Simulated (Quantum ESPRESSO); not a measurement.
# MoS4 in Quantum ESPRESSO: a series of runs, part 2 of 2

Quantum ESPRESSO 7.5. The steps go on from the part before.

**3. Band structure, PBE**

File pw.in:

```
&CONTROL
  calculation = 'scf'
  prefix = 'pwscf'
  outdir = './tmp'
  pseudo_dir = './pseudo'
  tprnfor = .true.
  disk_io = 'low'
/
&SYSTEM
  ibrav = 0
  celldm(1) = 8
  nat = 5
  ntyp = 2
  ecutwfc = 90
  nbnd = 27
  occupations = 'smearing'
  smearing = 'gaussian'
  degauss = 0.00999582
/
&ELECTRONS
  conv_thr = 5d-09
  electron_maxstep = 150
  mixing_beta = 0.3
  mixing_mode = 'local-TF'
/
ATOMIC_SPECIES
S     32.0600 S.upf
Mo    95.9500 Mo.upf
CELL_PARAMETERS alat
  0.7521407801967   0.0000000000000   0.0000000000000
 -0.3760703901061   0.6513730228771   0.0000000000000
  0.0000000000000   0.0000000000000  10.9997532318311
ATOMIC_POSITIONS crystal
S      0.3333333300    0.6666666600    0.1610598169
S      0.3333333300    0.6666666600    0.4666858505
Mo     0.0000000000    0.0000000000    0.5000000000
S      0.3333333300    0.6666666600    0.5333141495
S      0.3333333300    0.6666666600    0.8389401831
K_POINTS automatic
15 15 1 0 0 0
```

File pp_density.in:

```
&INPUTPP
  prefix = 'pwscf'
  outdir = './tmp'
  filplot = 'density.dat'
  plot_num = 0
/
&PLOT
  nfile = 1
  filepp(1) = 'density.dat'
  iflag = 3
  output_format = 6
  fileout = 'density.cube'
/
```

File pp_potential.in:

```
&INPUTPP
  prefix = 'pwscf'
  outdir = './tmp'
  filplot = 'potential.dat'
  plot_num = 11
/
&PLOT
  nfile = 1
  filepp(1) = 'potential.dat'
  iflag = 3
  output_format = 6
  fileout = 'potential.cube'
/
```

File pp_elf.in:

```
&INPUTPP
  prefix = 'pwscf'
  outdir = './tmp'
  filplot = 'elf.dat'
  plot_num = 8
/
&PLOT
  nfile = 1
  filepp(1) = 'elf.dat'
  iflag = 3
  output_format = 6
  fileout = 'elf.cube'
/
```

File bands.in:

```
&CONTROL
  calculation = 'bands'
  prefix = 'pwscf'
  outdir = './tmp'
  pseudo_dir = './pseudo'
  disk_io = 'low'
  verbosity = 'high'
/
&SYSTEM
  ibrav = 0
  celldm(1) = 8
  nat = 5
  ntyp = 2
  ecutwfc = 90
  nbnd = 27
  occupations = 'smearing'
  smearing = 'gaussian'
  degauss = 0.00999582
/
&ELECTRONS
  conv_thr = 1d-06
  electron_maxstep = 150
  mixing_beta = 0.3
  mixing_mode = 'local-TF'
  diago_david_ndim = 4
/
ATOMIC_SPECIES
S     32.0600 S.upf
Mo    95.9500 Mo.upf
CELL_PARAMETERS alat
  0.7521407801967   0.0000000000000   0.0000000000000
 -0.3760703901061   0.6513730228771   0.0000000000000
  0.0000000000000   0.0000000000000  10.9997532318311
ATOMIC_POSITIONS crystal
S      0.3333333300    0.6666666600    0.1610598169
S      0.3333333300    0.6666666600    0.4666858505
Mo     0.0000000000    0.0000000000    0.5000000000
S      0.3333333300    0.6666666600    0.5333141495
S      0.3333333300    0.6666666600    0.8389401831
K_POINTS crystal
36
 0.0000000000  0.0000000000  0.0000000000 1
 0.0416666667  0.0000000000  0.0000000000 1
 0.0833333333  0.0000000000  0.0000000000 1
 0.1250000000  0.0000000000  0.0000000000 1
 0.1666666667  0.0000000000  0.0000000000 1
 0.2083333333  0.0000000000  0.0000000000 1
 0.2500000000  0.0000000000  0.0000000000 1
 0.2916666667  0.0000000000  0.0000000000 1
 0.3333333333  0.0000000000  0.0000000000 1
 0.3750000000  0.0000000000  0.0000000000 1
 0.4166666667  0.0000000000  0.0000000000 1
 0.4583333333  0.0000000000  0.0000000000 1
 0.5000000000  0.0000000000  0.0000000000 1
 0.4761904762  0.0476190476  0.0000000000 1
 0.4523809524  0.0952380952  0.0000000000 1
 0.4285714286  0.1428571429  0.0000000000 1
 0.4047619048  0.1904761905  0.0000000000 1
 0.3809523810  0.2380952381  0.0000000000 1
 0.3571428571  0.2857142857  0.0000000000 1
 0.3333333333  0.3333333333  0.0000000000 1
 0.3125000000  0.3125000000  0.0000000000 1
 0.2916666667  0.2916666667  0.0000000000 1
 0.2708333333  0.2708333333  0.0000000000 1
 0.2500000000  0.2500000000  0.0000000000 1
 0.2291666667  0.2291666667  0.0000000000 1
 0.2083333333  0.2083333333  0.0000000000 1
 0.1875000000  0.1875000000  0.0000000000 1
 0.1666666667  0.1666666667  0.0000000000 1
 0.1458333333  0.1458333333  0.0000000000 1
 0.1250000000  0.1250000000  0.0000000000 1
 0.1041666667  0.1041666667  0.0000000000 1
 0.0833333333  0.0833333333  0.0000000000 1
 0.0625000000  0.0625000000  0.0000000000 1
 0.0416666667  0.0416666667  0.0000000000 1
 0.0208333333  0.0208333333  0.0000000000 1
 0.0000000000  0.0000000000  0.0000000000 1
```

Potentials or basis: PseudoDojo 0.5 SR PBE stringent.

On the command line:

```
$ OMP_NUM_THREADS=1 mpirun -n 2 pw.x -nk 2 -in pw.in > pw.out
$ OMP_NUM_THREADS=1 mpirun -n 1 pp.x -in pp_density.in > pp_density.out
$ OMP_NUM_THREADS=1 mpirun -n 1 pp.x -in pp_potential.in > pp_potential.out
$ OMP_NUM_THREADS=1 mpirun -n 1 pp.x -in pp_elf.in > pp_elf.out
$ OMP_NUM_THREADS=1 mpirun -n 2 pw.x -nk 2 -in bands.in > bands.out
```

pw.out:

```text
This program is part of the open-source Quantum ESPRESSO suite
     for quantum simulation of materials; please cite
         "P. Giannozzi et al., J. Phys.:Condens. Matter 21 395502 (2009);
         "P. Giannozzi et al., J. Phys.:Condens. Matter 29 465901 (2017);
         "P. Giannozzi et al., J. Chem. Phys. 152 154105 (2020);
     in publications or presentations arising from this work. More details at

     Message from routine setup:
     using ibrav=0 with symmetry is DISCOURAGED, use correct ibrav instead

     K-points division:     npool     =       2
     Subspace diagonalization in iterative solution of the eigenvalue problem:
     a serial algorithm will be used

     G-vector sticks info
     --------------------
     sticks:   dense  smooth     PW     G-vecs:    dense   smooth      PW
     Sum         913     913    253               318219   318219   49173

     Using Slab Decomposition

     bravais-lattice index     =            0
     lattice parameter (alat)  =       8.0000  a.u.
     unit-cell volume          =    2759.1913 (a.u.)^3
     number of atoms/cell      =            5
     number of atomic types    =            2
     number of electrons       =        38.00
     number of Kohn-Sham states=           27
     kinetic-energy cutoff     =      90.0000  Ry
     charge density cutoff     =     360.0000  Ry
     scf convergence threshold =      5.0E-09
     mixing beta               =       0.3000
     number of iterations used =            8  local-TF  mixing
     Exchange-correlation= PBE
                           (   1   4   3   4   0   0   0)

     celldm(1)=   8.000000  celldm(2)=   0.000000  celldm(3)=   0.000000
     celldm(4)=   0.000000  celldm(5)=   0.000000  celldm(6)=   0.000000

     crystal axes: (cart. coord. in units of alat)
               a(1) = (   0.752141   0.000000   0.000000 )
               a(2) = (  -0.376070   0.651373   0.000000 )
               a(3) = (   0.000000   0.000000  10.999753 )

     reciprocal axes: (cart. coord. in units 2 pi/alat)
               b(1) = (  1.329538  0.767609 -0.000000 )
               b(2) = (  0.000000  1.535219  0.000000 )
               b(3) = (  0.000000 -0.000000  0.090911 )

     PseudoPot. # 1 for S  read from file:
     S.upf
     Pseudo is Norm-conserving + core correction, Zval =  6.0
     Generated using ONCVPSP code by D. R. Hamann
     Using radial grid of 1148 points,  6 beta functions with:
                l(1) =   0
                l(2) =   0
                l(3) =   1
                l(4) =   1
                l(5) =   2
                l(6) =   2

     PseudoPot. # 2 for Mo read from file:
     Mo.upf
     Pseudo is Norm-conserving + core correction, Zval = 14.0
     Generated using ONCVPSP code by D. R. Hamann
     Using radial grid of 1640 points,  6 beta functions with:
                l(1) =   0
                l(2) =   0
                l(3) =   1
                l(4) =   1
                l(5) =   2
                l(6) =   2

     atomic species   valence    mass     pseudopotential
     S                 6.00    32.06000     S ( 1.00)
     Mo               14.00    95.95000     Mo( 1.00)

     12 Sym. Ops. (no inversion) found

   Cartesian axes

     site n.     atom                  positions (alat units)
         1        S      tau(   1) = (  -0.0000000   0.4342487   1.7716182  )
         2        S      tau(   2) = (  -0.0000000   0.4342487   5.1334292  )
         3        Mo     tau(   3) = (   0.0000000   0.0000000   5.4998766  )
         4        S      tau(   4) = (  -0.0000000   0.4342487   5.8663240  )
         5        S      tau(   5) = (  -0.0000000   0.4342487   9.2281350  )

     number of k points=    27  Gaussian smearing, width (Ry)=  0.0100
                       cart. coord. in units 2pi/alat
        k(    1) = (   0.0000000   0.0000000   0.0000000), wk =   0.0088889
        k(    2) = (   0.0000000   0.1023479   0.0000000), wk =   0.0533333
        k(    3) = (   0.0000000   0.2046958   0.0000000), wk =   0.0533333
        k(    4) = (   0.0000000   0.3070437   0.0000000), wk =   0.0533333
        k(    5) = (   0.0000000   0.4093916   0.0000000), wk =   0.0533333
        k(    6) = (   0.0000000   0.5117395   0.0000000), wk =   0.0533333
[... 19 lines left out ...]
        k(   26) = (   0.3545436   0.7164354   0.0000000), wk =   0.1066667
        k(   27) = (   0.4431794   0.7676093   0.0000000), wk =   0.0177778

     Dense  grid:   318219 G-vectors     FFT dimensions: (  40,  40, 540)

     Initial potential from superposition of free atoms

     starting charge      37.9984, renormalised to      38.0000

     negative rho (up, down):  2.465E-05 0.000E+00
     Starting wfcs are   26 randomized atomic wfcs +    1 random wfcs

     Self-consistent Calculation

     iteration #  1     ecut=    90.00 Ry     beta= 0.30
     Davidson diagonalization with overlap
     ethr =  1.00E-02,  avg # of iterations =  4.9

     negative rho (up, down):  1.731E-03 0.000E+00
[... 179 lines left out ...]
     iteration # 21     ecut=    90.00 Ry     beta= 0.30
     Davidson diagonalization with overlap
     ethr =  2.04E-11,  avg # of iterations =  1.4

     End of self-consistent calculation

          k = 0.0000 0.0000 0.0000 ( 39619 PWs)   bands (ev):

   -64.2743 -38.4168 -38.2093 -38.2093 -17.5015 -16.1579 -15.4262 -15.4262
    -9.0104  -6.0627  -6.0627  -5.1064  -4.9425  -4.9425  -4.7794  -4.7794
    -3.3406  -1.4750  -1.4750  -1.4750  -1.4750  -0.6249  -0.6249  -0.3489
    -0.3489   2.2345   2.4634
[... 178 lines left out ...]
   -64.2323 -38.4898 -38.4457 -38.3323 -15.3783 -15.2841 -13.6636 -13.6636
    -8.8183  -7.9785  -7.4665  -6.9524  -6.2461  -5.5030  -5.2906  -5.2906
    -5.2906  -5.2906  -3.4194  -3.1056  -3.1056  -1.7628  -0.2720   0.1805
     1.4997   3.8379   4.2621

     the Fermi energy is    -3.2586 ev

!    total energy              =    -228.48104991 Ry
     estimated scf accuracy    <          4.5E-09 Ry
     smearing contrib. (-TS)   =      -0.00449418 Ry
     internal energy E=F+TS    =    -228.47655573 Ry

     The total energy is F=E-TS. E is the sum of the following terms:
     one-electron contribution =   -2356.17784344 Ry
     hartree contribution      =    1178.34093021 Ry
     xc contribution           =     -45.13641701 Ry
     ewald contribution        =     994.49677451 Ry

     convergence has been achieved in  21 iterations

     Forces acting on atoms (cartesian axes, Ry/au):

     atom    1 type  1   force =     0.00000000    0.00000000    0.00000976
     atom    2 type  1   force =     0.00000000    0.00000000   -0.00841687
     atom    3 type  2   force =     0.00000000    0.00000000    0.00000000
     atom    4 type  1   force =     0.00000000   -0.00000000    0.00841687
     atom    5 type  1   force =     0.00000000    0.00000000   -0.00000976

     Total force =     0.011903     Total SCF correction =     0.000154

=------------------------------------------------------------------------------=
   JOB DONE.
=------------------------------------------------------------------------------=
```

pp_density.out:

```text
This program is part of the open-source Quantum ESPRESSO suite
     for quantum simulation of materials; please cite
         "P. Giannozzi et al., J. Phys.:Condens. Matter 21 395502 (2009);
         "P. Giannozzi et al., J. Phys.:Condens. Matter 29 465901 (2017);
         "P. Giannozzi et al., J. Chem. Phys. 152 154105 (2020);
     in publications or presentations arising from this work. More details at

     IMPORTANT: XC functional enforced from input :
     Exchange-correlation= PBE
                           (   1   4   3   4   0   0   0)
     Any further DFT definition will be discarded
     Please, verify this is what you really want

     G-vector sticks info
     --------------------
     sticks:   dense  smooth     PW     G-vecs:    dense   smooth      PW
     Sum         913     913    253               318219   318219   49173

     Using Slab Decomposition

     Calling punch_plot, plot_num =   0
     Writing data to file  density.dat
     Reading data from file  density.dat

     Writing data to be plotted to file density.cube
     Plot Type: 3D                     Output format: Gaussian cube

=------------------------------------------------------------------------------=
   JOB DONE.
=------------------------------------------------------------------------------=
```

pp_potential.out:

```text
This program is part of the open-source Quantum ESPRESSO suite
     for quantum simulation of materials; please cite
         "P. Giannozzi et al., J. Phys.:Condens. Matter 21 395502 (2009);
         "P. Giannozzi et al., J. Phys.:Condens. Matter 29 465901 (2017);
         "P. Giannozzi et al., J. Chem. Phys. 152 154105 (2020);
     in publications or presentations arising from this work. More details at

     IMPORTANT: XC functional enforced from input :
     Exchange-correlation= PBE
                           (   1   4   3   4   0   0   0)
     Any further DFT definition will be discarded
     Please, verify this is what you really want

     G-vector sticks info
     --------------------
     sticks:   dense  smooth     PW     G-vecs:    dense   smooth      PW
     Sum         913     913    253               318219   318219   49173

     Using Slab Decomposition

     Calling punch_plot, plot_num =  11
     Writing data to file  potential.dat
     Reading data from file  potential.dat

     Writing data to be plotted to file potential.cube
     Plot Type: 3D                     Output format: Gaussian cube

=------------------------------------------------------------------------------=
   JOB DONE.
=------------------------------------------------------------------------------=
```

Wall time 11 min (2 MPI ranks of Arm Neoverse V2, shared host); peak memory 1.5 GiB.

Results:

```yaml
Free_energy: -3108.6430 eV
Largest_force: 0.216 eV/Å
Band_gap_on_the_k_mesh: none (metal or under the smearing width)
Work_function_of_the_upper_face: 7.03 eV
Work_function_of_the_lower_face: 7.03 eV
```

Forces in eV/Å, atoms in the order of the input:
```
S    0.000  0.000  0.000
S    0.000  0.000 -0.216
Mo   0.000  0.000  0.000
S    0.000  0.000  0.216
S    0.000  0.000  0.000
```

Levels at the corners of the path, in eV from the Fermi level:
| point | band 17 | band 18 | band 19 | band 20 | band 21 | band 22 |
| --- | --- | --- | --- | --- | --- | --- |
| Γ | -0.08 | 1.78 | 1.78 | 1.78 | 1.78 | 2.63 |
| M | -0.75 | -0.06 | -0.06 | 0.64 | 0.64 | 2.09 |
| K | -2.03 | -2.03 | -0.16 | 0.15 | 0.15 | 1.50 |
| Γ | -0.08 | 1.78 | 1.78 | 1.78 | 1.78 | 2.63 |
